Six p-block elements, all from groups 15 and 16, are held here in one space group, that of the double hexagonal close-packed (dhcp) stacking ABAC, and computed with revPBE. The questions go down the table from P to Bi and keep returning to As and Se, neighbours in the periodic table that differ by one electron. $V$ is the volume per atom, $B=V\,\mathrm{d}^2E/\mathrm{d}V^2$ the bulk modulus at the minimum of the energy per atom $E$, $B'$ its pressure derivative and $d$ the neighbour distance. The analysis printed after the text holds the row-by-row figures.

Elements of groups 15 and 16 in the dhcp structure, computed with Ansatz 0.2.0 (revPBE, plane waves to 420 eV, scalar-relativistic PAW, no spin polarisation, Fermi-Dirac smearing of 0.1 eV). Volume, bulk modulus and its pressure derivative come from a third-order Birch-Murnaghan fit to energies, extrapolated to zero smearing, at seven uniform scalings of the relaxed cell.

| element | Z | valence electrons | k mesh | volume per atom, revPBE (Å³) | bulk modulus, revPBE (GPa) | bulk modulus pressure derivative, revPBE | neighbour distance, revPBE (Å) |
| --- | --- | --- | --- | --- | --- | --- | --- |
| P | 15 | 5 | 15×15×4 | 14.84 | 87.8 | 3.94 | 2.638 |
| As | 33 | 5 | 14×14×4 | 19.53 | 76.9 | 4.38 | 2.989 |
| Se | 34 | 6 | 11×11×5 | 23.27 | 61.7 | 4.47 | 2.869 |
| Sb | 51 | 5 | 14×14×4 | 27.86 | 56.5 | 4.73 | 3.360 |
| Te | 52 | 6 | 10×10×5 | 33.20 | 44.6 | 4.66 | 3.235 |
| Bi | 83 | 5 | 12×12×3 | 32.26 | 48.9 | 4.56 | 3.547 |

## P and As: which is larger and softer, and are they the same solid?

As takes 31.6% more volume than P and its bulk modulus is 12.4% lower. The direction is the usual one down a group: a larger core keeps the valence electrons of neighbouring atoms further apart, and $B$, which has the dimension of an energy density, tends to fall when a similar energy of bonding is spread over more volume. Both rows, like the other four, are metals in these runs, with spin switched off. They don't describe the layered or chain-like forms these elements take at ambient conditions, and they may be unstable against distortions that the imposed symmetry forbids.

The space group fixes the stacking but leaves free the ratio $c/a$ of the cell edges. Each atom has six neighbours in its own layer at $a$ and six in the adjacent layers at $d_i=\sqrt{a^2/3+c^2/16}$, and the two sets coincide at the ideal ratio 3.27. As sits close to this, at 3.38, and is nearly twelvefold coordinated. P is stretched to 3.75, so that its interlayer contacts are a tenth longer than those in the layer. The step from P to As therefore mixes a change of atom with a change of shape.

## As to Se: how can the contact shorten while the volume grows?

The cell of Se has flattened. Its layers have moved together and spread sideways until $c/a$ is 1.885, and the neighbour distance now refers to the six interlayer contacts at 2.869 Å, while the atoms of the same layer have retreated to 3.850 Å. An atom with six close neighbours in place of twelve holds each more tightly but packs more loosely.

The packing is pure geometry. With four atoms per cell $V=\tfrac{\sqrt3}{8}a^2c$, so $V/d^3$ depends on $c/a$ alone: 0.707 for close packing, and for a flattened cell at most 1, the simple-cubic value, reached at half the ideal ratio. For Se, $23.27/2.869^3=0.985$, against 0.731 for As. Because this is an identity, it tests nothing about bonding; it only divides the volume change into two parts.

From As to Se, $d^3$ falls by 11.6% and $V/d^3$ rises by 34.7%. The product $0.884\times1.347=1.19$ is the growth in volume seen in the table. All of the expansion is thus looser packing, partly offset by a shorter contact.

## Se again: which contacts carry the load?

A short distance suggests a bond but does not prove stiffness; the direction of the stress under compression can. If the six interlayer contacts resist the squeeze, the stress rises more along $c$ than along $a$. Each contact leans toward the layer, rising 1.81 Å while it runs 2.22 Å sideways, but the sideways part is shared between two axes, and each of these receives less than $c$ does. If the six contacts in the layer resisted equally, the stress along $a$ would dominate in so flat a cell.

Treat each contact as a central spring of constant $k$. A uniform strain $\epsilon$ changes a length $r$ by $\epsilon r$, the force by $k\epsilon r$, and the stress component $\sigma_{\alpha\alpha}$ by an amount proportional to $k\epsilon\,r_\alpha^2$. An interlayer contact has $r_z^2=c^2/16$ and on average $r_x^2=a^2/6$; a contact in the layer has $r_z^2=0$ and on average $r_x^2=a^2/2$. The ratio of the stress rises is then

$$\frac{\Delta\sigma_c}{\Delta\sigma_a}=\frac{3}{8}\left(\frac ca\right)^2\ \text{(six interlayer springs)},\qquad \frac{3}{32}\left(\frac ca\right)^2\ \text{(twelve equal springs)}.$$

For Se, $\tfrac38\times1.885^2=1.33$ with six springs, and a quarter of that, 0.33, with twelve. The stresses computed in the same runs, between 0.96 and 0.88 of the reference volume, give 1.40. Nothing is fitted, and the six-spring value lies 5% below the computed one. Within a spring picture this supports the view that the interlayer contacts carry most of the load in Se. The model leaves out one set of contacts: half of the atoms also have two neighbours straight above and below at $c/2$, 3.63 Å in Se. If these were as stiff as the six and the layer carried nothing, the ratio would be 2.22, but layer springs about a fifth as stiff would bring it back to 1.4. The ratio alone therefore can't fix the stiffness of these two further sets, and the close match with six springs may owe something to their cancelling.

For As the choice reverses: the computed ratio is 0.97, twelve equal springs give 1.07, and six interlayer springs would give more than 4. A ratio near one says less, since an isotropic electron pressure would give it too. The twelve-spring value overshoots in As, Sb and Bi alike, where the interlayer contacts are slightly the longer ones. It fails in P, 1.32 against a computed 0.71, in the sense expected if stretched contacts are softer springs.

## Sb and Te: does the pattern repeat, and why do the group 16 cells flatten?

It repeats closely. From Sb to Te the volume again grows by 19.2% while $d$ shrinks by 3.7%, and the stress ratio of Te, 1.44, is matched by six interlayer springs with 1.40. The shape follows the group and not the period in these four rows. A reader comparing neighbour distances across a row of the periodic table should therefore ask first how many neighbours the distance counts.

In these elements the valence s level lies well below the p level, so bonding falls mainly to three mutually perpendicular p orbitals, which favour six neighbours at right angles. The geometry fits this argument only in part. Two contacts to the same adjacent layer meet at 84° in Se and 83° in Te, against 58° in As and Sb. In the ABAC stacking, though, only the A atoms have different layers above and below, which gives a near-octahedron. The B and C atoms, half of the total, lie between two like layers, and their six neighbours form a trigonal prism, which three perpendicular orbitals do not favour. The argument applies at least as well to three p electrons as to four, however, so it does not explain why group 15 stays near close packing. A relaxation ends in a nearby minimum, and it is possible, though untested, that As, Sb and Bi have a flattened minimum as well.

## Bi: why is the last step small, and why is it stiffer than Te?

From As to Sb the volume grows by 42.7%, from Sb to Bi by only 15.8%, with $V/d^3$ changing by less than 2% in either step. The small step is therefore a matter of atomic size. Its standard causes are the filled 4f shell, which screens the nuclear charge poorly, and the relativistic contraction of the 6s and, less, the 6p shell; the table shows the result, not the shares. Spin-orbit coupling, which splits the 6p level strongly, is absent, and this limit weighs on Bi more than on any other row.

Bi and Te have nearly the same volume, Te being 2.9% larger, yet Te is 8.8% softer. Volume alone accounts for roughly a third of that, as the next answer shows. The remainder goes with the change from twelve contacts to six and with the change of element, and these rows cannot separate the two.

## All six rows: how fast does $B$ fall with $V$?

Ordered by volume, $B$ falls at every step. The product $BV$ is the curvature of the energy against $\ln V$, an energy per atom, and it stays between 8.1 and 9.9 eV while $V$ more than doubles. A free gas of the valence electrons, with density $n$ and Fermi energy $E_F\propto n^{2/3}$, has $B=\tfrac23 nE_F\propto V^{-5/3}$. It exceeds the computed $B$ by factors of 3.6 to 7.2.

The exponent is wrong as well. With the prefactor fitted to all six rows, and the extra valence electron of Se and Te ignored, $V^{-5/3}$ leaves an rms error of 23% relative to the fitted curve, and $V^{-1}$ leaves 6%. Theory gives a reason in words: these solids are not one gas at six densities, because each volume is set by its own core, and the attraction to the ions cancels the kinetic pressure at equilibrium and offsets part of its curvature.

A power law fitted to As, Sb and Bi alone, the rows of like shape, has exponent −0.90; with two constants on three points it is a description only. Se was not part of the fit. Scaling the line's value at As gives $77.1\times(23.27/19.53)^{-0.90}=65.9$ GPa, and the table value lies 6% below it. Te falls short by a similar amount and P by 11%. The three rows of distorted shape thus all lie below the line, but they are also the three left out of the fit, and P lies well outside its range of volume, so shape is not shown to be the cause.

## What would change if $c/a$ could adjust under pressure?

The moduli come from uniform scaling at fixed shape. Freeing the shape can only lower the energy of a compressed cell, so $B$ would stay equal or drop, and the driving force is the growth of the stress difference between $c$ and $a$. In Se that difference grows from 2.1 to 4.8 GPa over the range above, so for a stable shape $c$ would shrink less than $a$ and $c/a$ would rise. P shows the opposite sign and would move toward the ideal ratio, while in As the difference changes by only about 0.3 GPa. The driving force is largest in P, Se and Te; how far their moduli drop depends on a shear stiffness that these runs don't probe.

## Which digits can be trusted?

The pressure from the tabulated Birch-Murnaghan constants can be set against the computed stress. At 0.92 of the reference volume the stress is higher in every row, by 0.04 to 0.12 GPa. The stress derives from the free energy $F$ of the smeared electrons, the fit from $E=F+\tfrac12TS$, with $TS$ the smearing entropy term, so the two should differ by $\tfrac12\,\mathrm{d}(TS)/\mathrm{d}V$. This term matches the offset within rounding in all six rows, although the rounding is itself about half the offset.

Refitting the curve to three stresses moves $V$ by up to 0.16% of the table value, $B$ by up to 1.0 GPa (As) and $B'$ by up to 0.14. Three figures of $V$, the whole GPa of $B$ and roughly the first decimal of $B'$ survive this check. It is an internal check: it does not test the k mesh, the use of PBE datasets with revPBE, or the functional itself, which has no dispersion term here. Zero-point motion, which would also shift $V$ and $B$ somewhat, is left out.

The distances are weaker than their three decimals suggest. They belong to the reference cell, whose volume lies up to 0.36% above the fitted $V$ (in P), which is a third of that in length. Extrapolated to the reference volume, a stress difference of about 1.1 GPa remains in Se and 0.8 GPa in As, which suggests that these two shapes are not fully relaxed at the present settings. The contrast between six and twelve contacts is far larger than such a residue, but at least the last digit of $d$ should be dropped.

Printed output of the fit:

```
Geometry at scale 1 (A). V/d^3: close packed 0.707 at c/a 3.266, largest 1.000 at c/a 1.633
P  c/a 3.749 basal 2.638 interlayer 2.903 c/2 4.94 table d 2.638 V/d^3 0.808 interlayer angle 54 deg
As c/a 3.384 basal 2.990 interlayer 3.062 c/2 5.06 table d 2.989 V/d^3 0.731 interlayer angle 58 deg
Se c/a 1.885 basal 3.850 interlayer 2.869 c/2 3.63 table d 2.869 V/d^3 0.985 interlayer angle 84 deg
Sb c/a 3.395 basal 3.360 interlayer 3.449 c/2 5.70 table d 3.360 V/d^3 0.734 interlayer angle 58 deg
Te c/a 1.935 basal 4.295 interlayer 3.235 c/2 4.16 table d 3.235 V/d^3 0.981 interlayer angle 83 deg
Bi c/a 3.348 basal 3.547 interlayer 3.606 c/2 5.94 table d 3.547 V/d^3 0.723 interlayer angle 59 deg
As->Se: V +19.2% d -4.0% d^3 -11.6% V/d^3 +34.7% B -19.8% dlnB/dlnV -1.26
Sb->Te: V +19.2% d -3.7% d^3 -10.8% V/d^3 +33.5% B -21.1% dlnB/dlnV -1.35
P->As: V +31.6% d +13.3% d^3 +45.5% V/d^3 -9.5% B -12.4% dlnB/dlnV -0.48
As->Sb: V +42.7% d +12.4% d^3 +42.0% V/d^3 +0.4% B -26.5% dlnB/dlnV -0.87
Sb->Bi: V +15.8% d +5.6% d^3 +17.6% V/d^3 -1.6% B -13.5% dlnB/dlnV -0.99
Se->Te: V +42.7% d +12.8% d^3 +43.4% V/d^3 -0.5% B -27.7% dlnB/dlnV -0.91
Bi->Te: V +2.9% d -8.8% d^3 -24.1% V/d^3 +35.7% B -8.8% dlnB/dlnV -3.20
B = C V^n on all six rows, C fitted (rounding of B at most 0.11%)
  electron gas: n -1.67, rms 23.1%, worst P -36.3%
  electrostatic: n -1.33, rms 14.4%, worst P -25.0%
  constant BV: n -1.00, rms 6.3%, worst P -11.7%
  n fitted: n -0.82, rms 4.0%, worst As +5.8%
Fit on near-twelvefold As, Sb, Bi only: n -0.90; P, Se, Te (other shapes) are predicted
P  B 87.8 GPa, line 98.6 (-10.9%), BV 8.13 eV, electron gas 635 GPa = 7.2 x B
As B 76.9 GPa, line 77.1 (-0.2%), BV 9.37 eV, electron gas 402 GPa = 5.2 x B
Se B 61.7 GPa, line 65.9 (-6.3%), BV 8.96 eV, electron gas 407 GPa = 6.6 x B
Sb B 56.5 GPa, line 56.1 (+0.8%), BV 9.82 eV, electron gas 222 GPa = 3.9 x B
Te B 44.6 GPa, line 47.9 (-6.9%), BV 9.24 eV, electron gas 225 GPa = 5.0 x B
Bi B 48.9 GPa, line 49.2 (-0.5%), BV 9.85 eV, electron gas 174 GPa = 3.6 x B
Stress rise along c / along a (scale 0.96 to 0.88); c minus a stress (GPa) at 0.88, 0.96, extrapolated to 1
P  computed 0.71, 6 interlayer springs 5.27, 12 equal springs 1.32; -4.43 -1.08 +0.2
As computed 0.97, 6 interlayer springs 4.29, 12 equal springs 1.07; +0.35 +0.68 +0.8
Se computed 1.40, 6 interlayer springs 1.33, 12 equal springs 0.33; +4.80 +2.11 +1.1
Sb computed 0.91, 6 interlayer springs 4.32, 12 equal springs 1.08; -1.18 -0.52 -0.3
Te computed 1.44, 6 interlayer springs 1.40, 12 equal springs 0.35; +3.35 +1.18 +0.4
Bi computed 0.94, 6 interlayer springs 4.20, 12 equal springs 1.05; -0.36 +0.04 +0.2
At scale 0.92 (GPa): stress minus table curve, smearing term, rounding; then V0, B, B' from three stresses minus table
P  +0.12 +0.09 0.07; V0 +0.09% B +0.2 GPa B' -0.05; cell at scale 1 +0.36% from table V0
As +0.11 +0.09 0.05; V0 +0.16% B -1.0 GPa B' +0.11; cell at scale 1 +0.25% from table V0
Se +0.06 +0.06 0.04; V0 +0.06% B +0.4 GPa B' -0.14; cell at scale 1 +0.11% from table V0
Sb +0.06 +0.06 0.03; V0 +0.13% B -0.4 GPa B' -0.04; cell at scale 1 +0.10% from table V0
Te +0.04 +0.04 0.02; V0 +0.05% B +0.3 GPa B' -0.13; cell at scale 1 -0.03% from table V0
Bi +0.08 +0.07 0.03; V0 +0.13% B -0.3 GPa B' +0.09; cell at scale 1 +0.27% from table V0
B' range 3.94 to 4.73; largest |d table - d from cell| 0.0007 A
```
